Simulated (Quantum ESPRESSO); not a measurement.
# TiB2 in Quantum ESPRESSO: the effect of target pressure

The system is TiB2.

```xyz
3
Lattice="3.0292 0.0000 0.0000 -1.5146 2.6234 0.0000 0.0000 0.0000 3.2284" Properties=species:S:1:pos:R:3 pbc="T T T"
Ti    0.0000    0.0000    0.0000
B     1.5146    0.8745    1.6142
B     0.0000    1.7489    1.6142
```

Alike in all runs:

* Program: Quantum ESPRESSO 7.5
* Task: relaxation of cell and atoms
* Functional: PBEsol
* Potentials or basis: GBRV 1.5 PBEsol
* Cutoff: 707 eV
* Density cutoff: 5633 eV
* k mesh: 10 × 10 × 8
* Occupations: fermi-dirac, width 0.05 eV
* Spin: no spin polarisation

Each run relaxes the cell or the atoms first.

Question: One run gave: relaxed volume 8.09 Å³/atom. Which target pressure did it use?
A. 5 GPa
B. 0 GPa
C. 10 GPa
D. 20 GPa
E. 2 GPa

Answer: C.

```csv
target pressure,relaxed volume (Å³/atom)
0 GPa,8.38
2 GPa,8.32
5 GPa,8.23
10 GPa,8.09
20 GPa,7.84
30 GPa,7.62
```
